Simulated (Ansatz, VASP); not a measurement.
Cd: VASP beside Ansatz

```
Cd
1.0
     1.65335    0.95456    2.31685
    -1.65335    0.95456    2.31685
     0.00000   -1.90912    2.31685
Cd
1
Direct
  0.00000 0.00000 0.00000
```

Alike in both runs: task single point; functional PBE; k mesh 21 × 21 × 21; occupations gaussian, width 0.15 eV; no spin polarisation.

```csv
,VASP,Ansatz
version,VASP 6.6.1,Ansatz 0.2.0
potentials or method,"VASP PAW PBE potentials, release 64 (Cd)","scalar-relativistic, plane waves, PAW"
plane-wave cutoff (eV),520,420
valence electrons in the cell,12,20
```

VASP gave:

| Quantity | Value |
| --- | --- |
| gap on the k mesh at the Fermi level (eV) | none |
| pressure (GPa) | 3.2 |
| largest component of the traceless stress (GPa) | 2.07 |

Q: What did Ansatz give for the same quantities?

A: gap on the k mesh at the Fermi level (eV): none; pressure (GPa): 2.9; largest component of the traceless stress (GPa): 1.97.

A gap of «none» marks a metal or a gap that the smearing closes. The two sets of potentials don't hold the same shells in valence.
